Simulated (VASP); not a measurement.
## Input and output of a VASP PBE single-point calculation on AgCl (strained zincblende)

INCAR

```
LWAVE = .FALSE.
ISMEAR = -1
PREC = Accurate
GGA = PE
SIGMA = 0.02
ISIF = 2
NSW = 0
IBRION = -1
NBANDS = 16
LASPH = .TRUE.
ENCUT = 520
NELM = 120
LCHARG = .FALSE.
LREAL = .FALSE.
EDIFF = 1E-7
```

KPOINTS

```
KPOINTS created by Atomic Simulation Environment
0
Gamma
8 8 8
0 0 0
```

KPOINTS_OPT

```
special points
6
Reciprocal
0.0000000000 0.0000000000 0.0000000000 1
-0.5000000000 -0.5000000000 0.0000000000 1
-0.3750000000 -0.3750000000 0.2500000000 1
-0.3750000000 0.0000000000 0.3750000000 1
0.0000000000 0.0000000000 0.5000000000 1
-0.5000000000 -0.2500000000 0.2500000000 1
```

POSCAR

```
Ag Cl
 1.0000000000000000
     0.0000000000000000    2.8178419630999998    3.3106949721999999
     2.8178419630999998    0.0000000000000000    3.3106949721999999
     2.8178419630999998    2.8178419630999998    0.0000000000000000
 Ag  Cl
   1   1
Cartesian
  0.0000000000000000  0.0000000000000000  0.0000000000000000
  1.4089209815499999  1.4089209815499999  1.6553474860999999
```

VASP ran with the recommended PBE PAW datasets (18 valence electrons in the cell).

Command

```
mpirun -np 1 vasp_std
```

OSZICAR

```
N       E                     dE             d eps       ncg     rms          rms(c)
DAV:   1     0.986695208480E+02    0.98670E+02   -0.83745E+03  1944   0.981E+02
DAV:   2    -0.157554091266E+01   -0.10025E+03   -0.92894E+02  2344   0.214E+02
DAV:   3    -0.559132169059E+01   -0.40158E+01   -0.40053E+01  2400   0.450E+01
DAV:   4    -0.562455191954E+01   -0.33230E-01   -0.33227E-01  2496   0.441E+00
DAV:   5    -0.562510401946E+01   -0.55210E-03   -0.55209E-03  2384   0.562E-01    0.577E+00
DAV:   6    -0.543559659796E+01    0.18951E+00   -0.28128E-01  2400   0.682E+00    0.399E+00
DAV:   7    -0.543202725312E+01    0.35693E-02   -0.10721E-01  2208   0.215E+00    0.202E+00
DAV:   8    -0.543167114378E+01    0.35611E-03   -0.58171E-03  2240   0.780E-01    0.282E-01
DAV:   9    -0.543185895916E+01   -0.18782E-03   -0.72417E-04  2368   0.353E-01    0.429E-02
DAV:  10    -0.543202926453E+01   -0.17031E-03   -0.22097E-04  2232   0.109E-01    0.380E-02
DAV:  11    -0.543203809844E+01   -0.88339E-05   -0.93988E-06  2560   0.214E-02    0.387E-03
DAV:  12    -0.543203877902E+01   -0.68058E-06   -0.77382E-07  2192   0.633E-03    0.133E-03
DAV:  13    -0.543203882384E+01   -0.44825E-07   -0.17571E-07  2392   0.352E-03
   1 F= -.54320388E+01 E0= -.54320388E+01  d E =-.131691E-10
       N       E                     dE             ncg
DAV:   1     0.192302272048E+04   -0.23853E+04      200
DAV:   2     0.133885465288E+04   -0.58417E+03      240
DAV:   3     0.131632086562E+04   -0.22534E+02      232
DAV:   4     0.131613428417E+04   -0.18658E+00      256
DAV:   5     0.131613114006E+04   -0.31441E-02      240
DAV:   6     0.131613107124E+04   -0.68824E-04      256
DAV:   7     0.131613106953E+04   -0.17025E-05      264
DAV:   8     0.131613106949E+04   -0.40057E-07      224
```

From OUTCAR

```
k-points           NKPTS =     59   k-points in BZ     NKDIM =     59   number of bands    NBANDS=     16

   NELECT =      18.0000    total number of electrons

   dimension x,y,z NGX =    32 NGY =   32 NGZ =   30
   dimension x,y,z NGXF=    64 NGYF=   64 NGZF=   60

  energy-cutoff  :      520.00
  volume of cell :       52.58
      direct lattice vectors                 reciprocal lattice vectors
     0.000000000  2.817841963  3.310694972    -0.177440753  0.177440753  0.151025692
     2.817841963  0.000000000  3.310694972     0.177440753 -0.177440753  0.151025692
     2.817841963  2.817841963  0.000000000     0.177440753  0.177440753 -0.151025692

 k-points in reciprocal lattice and weights: KPOINTS created by Atomic Simulation Env
   0.00000000  0.00000000  0.00000000       0.002
   0.12500000  0.00000000  0.00000000       0.016
   0.25000000  0.00000000  0.00000000       0.016
   0.37500000  0.00000000  0.00000000       0.016
   0.50000000  0.00000000  0.00000000       0.008
   0.12500000  0.12500000  0.00000000       0.004
   0.25000000  0.12500000  0.00000000       0.016
   0.37500000  0.12500000  0.00000000       0.016
   ...

 E-fermi :   2.3427

 k-point     1 :       0.0000    0.0000    0.0000
  band No.  band energies     occupation
      1     -12.9736      2.00000
      2      -2.2983      2.00000
      3      -2.0966      2.00000
      4      -2.0966      2.00000
      5      -0.3377      2.00000
      6      -0.1561      2.00000
      7       1.6503      2.00000
      8       1.9547      2.00000
      9       1.9547      2.00000
     10       3.1370      0.00000
     11      10.0240      0.00000
     12      10.2344      0.00000
     13      10.2344      0.00000
     14      13.0842      0.00000
     15      14.8574      0.00000
     16      15.1310      0.00000

 k-point     2 :       0.1250    0.0000    0.0000
  band No.  band energies     occupation
      1     -12.9449      2.00000
      2      -2.3174      2.00000
      3      -2.1175      2.00000
      4      -2.0547      2.00000
      5      -0.3262      2.00000
      6      -0.1718      2.00000
      7       1.3639      2.00000
      8       1.7779      2.00000
      9       1.8752      2.00000
     10       3.6675      0.00000
     11       9.5740      0.00000
     12      10.2098      0.00000
     13      10.4357      0.00000
     14      12.9169      0.00000
     15      14.7999      0.00000
     16      15.2789      0.00000

 k-point     3 :       0.2500    0.0000    0.0000
  band No.  band energies     occupation
      1     -12.8749      2.00000
      2      -2.3714      2.00000
      3      -2.1252      2.00000
      4      -1.9516      2.00000
      5      -0.2752      2.00000
      6      -0.1991      2.00000
      7       0.7137      2.00000
      8       1.5989      2.00000
      9       1.6768      2.00000
     10       4.6124      0.00000
     11       8.7329      0.00000
     12      10.3356      0.00000
     13      10.8572      0.00000
     14      13.0729      0.00000
     15      14.1921      0.00000
     16      14.9933      0.00000

 k-point     4 :       0.3750    0.0000    0.0000
  band No.  band energies     occupation
      1     -12.8038      2.00000
      2      -2.3720      2.00000
      3      -2.1367      2.00000
      4      -1.8471      2.00000
      5      -0.2051      2.00000
      6      -0.1913      2.00000
      7       0.1531      2.00000
      8       1.3915      2.00000
      9       1.4628      2.00000
     10       5.3596      0.00000
     11       8.4658      0.00000
     12      10.2146      0.00000
     13      11.0780      0.00000
     14      13.5387      0.00000
     15      14.5032      0.00000
     16      15.0190      0.00000

 k-point     5 :       0.5000    0.0000    0.0000
  band No.  band energies     occupation
      1     -12.7740      2.00000
      2      -2.3318      2.00000
      3      -2.1656      2.00000
      4      -1.8039      2.00000
      5      -0.2001      2.00000
      6      -0.1983      2.00000
      7      -0.0117      2.00000
      8       1.2844      2.00000
      9       1.3669      2.00000
     10       5.5862      0.00000
     11       8.6031      0.00000
     12      10.0537      0.00000
     13      11.0894      0.00000
     14      13.6820      0.00000
     15      15.1366      0.00000
     16      15.2459      0.00000

 k-point     6 :       0.1250    0.1250    0.0000
  band No.  band energies     occupation
      1     -12.9436      2.00000
      2      -2.3704      2.00000
      3      -2.0261      2.00000
      4      -2.0261      2.00000
      5      -0.3750      2.00000
      6      -0.1440      2.00000
      7       1.2920      2.00000
      8       1.7579      2.00000
      9       1.7579      2.00000
     10       3.7288      0.00000
     11       9.5466      0.00000
     12      10.5364      0.00000
     13      10.5364      0.00000
     14      12.1402      0.00000
     15      15.5002      0.00000
     16      15.6868      0.00000

 k-point     7 :       0.2500    0.1250    0.0000
  band No.  band energies     occupation
      1     -12.8932      2.00000
      2      -2.4240      2.00000
      3      -1.9873      2.00000
      4      -1.9279      2.00000
      5      -0.3795      2.00000
      6      -0.1461      2.00000
      7       0.8418      2.00000
      8       1.5248      2.00000
      9       1.5359      2.00000
     10       4.5031      0.00000
     11       9.1144      0.00000
     12      10.2889      0.00000
     13      10.9397      0.00000
     14      12.2408      0.00000
     15      15.0367      0.00000
     16      16.1122      0.00000

 k-point     8 :       0.3750    0.1250    0.0000
  band No.  band energies     occupation
      1     -12.8225      2.00000
      2      -2.4168      2.00000
      3      -1.9998      2.00000
      4      -1.8157      2.00000
      5      -0.3095      2.00000
      6      -0.1612      2.00000
      7       0.2534      2.00000
      8       1.2884      2.00000
      9       1.3267      2.00000
     10       5.4350      0.00000
     11       8.6852      0.00000
     12       9.9553      0.00000
     13      11.2617      0.00000
     14      13.2056      0.00000
     15      14.9292      0.00000
     16      15.2529      0.00000

 k-point     9 :       0.5000    0.1250    0.0000
  band No.  band energies     occupation
      1     -12.7729      2.00000
      2      -2.3458      2.00000
      3      -2.0809      2.00000
      4      -1.7600      2.00000
      5      -0.2241      2.00000
      6      -0.1870      2.00000
      7      -0.0436      2.00000
      8       1.0795      2.00000
      9       1.2594      2.00000
     10       5.9525      0.00000
     11       8.6316      0.00000
     12       9.7286      0.00000
     13      11.2701      0.00000
     14      14.1943      0.00000
     15      15.0803      0.00000
     16      15.2748      0.00000

 k-point    10 :      -0.3750    0.1250    0.0000
  band No.  band energies     occupation
      1     -12.7742      2.00000
      2      -2.3417      2.00000
      3      -2.1592      2.00000
      4      -1.7937      2.00000
      5      -0.2297      2.00000
      6      -0.0947      2.00000
      7       0.0379      2.00000
      8       1.0289      2.00000
      9       1.3907      2.00000
     10       5.8986      0.00000
     11       8.4555      0.00000
     12       9.7317      0.00000
     13      11.2042      0.00000
     14      14.0931      0.00000
     15      14.4490      0.00000
     16      15.6763      0.00000

 k-point    11 :      -0.2500    0.1250    0.0000
  band No.  band energies     occupation
      1     -12.8257      2.00000
      2      -2.4115      2.00000
      3      -2.1423      2.00000
      4      -1.8934      2.00000
      5      -0.2482      2.00000
      6      -0.1524      2.00000
      7       0.5143      2.00000
      8       1.2276      2.00000
      9       1.6277      2.00000
     10       5.2932      0.00000
     11       8.2281      0.00000
     12      10.1868      0.00000
     13      11.0794      0.00000
     14      13.6906      0.00000
     15      13.8539      0.00000
     16      15.3309      0.00000

 k-point    12 :      -0.1250    0.1250    0.0000
  band No.  band energies     occupation
      1     -12.8964      2.00000
      2      -2.3653      2.00000
      3      -2.1509      2.00000
      4      -2.0003      2.00000
      5      -0.2536      2.00000
      6      -0.2193      2.00000
      7       1.0440      2.00000
      8       1.5383      2.00000
      9       1.8238      2.00000
     10       4.3544      0.00000
     11       8.7075      0.00000
     12      10.4267      0.00000
     13      10.7146      0.00000
     14      13.4474      0.00000
     15      13.8916      0.00000
     16      15.2516      0.00000

 ...

  Total        0.4590857      0.4590857      0.3236011      0.0000000      0.0000000      0.0000000
  in kB       13.9901362     13.9901362      9.8613914      0.0000000      0.0000000      0.0000000
  external PRESSURE =      12.6138879 kB  Pullay stress =       0.0000000 kB

 POSITION                                       TOTAL-FORCE (eV/Angst)
 -----------------------------------------------------------------------------------
      0.00000      0.00000      0.00000        -0.000000     -0.000000     -0.000000
      1.40892      1.40892      1.65535         0.000000      0.000000      0.000000
 -----------------------------------------------------------------------------------
    total drift:                               -0.000002     -0.000002      0.000003

  FREE ENERGIE OF THE ION-ELECTRON SYSTEM (eV)
  ---------------------------------------------------
  free  energy   TOTEN  =        -5.4320388238 eV

  energy  without entropy=       -5.4320388238  energy(sigma->0) =       -5.43203882
```

| Property | Result |
| --- | --- |
| gap between bands v and c | 1.18 eV |
| least direct gap | 1.18 eV |
| pressure | 1.3 GPa |

Band v is the last that the valence electrons fill when counted band by band, and c is the next.

The run took about 16 s on one core of a shared host (Intel Xeon 6975P-C) and held 0.23 GiB at most.
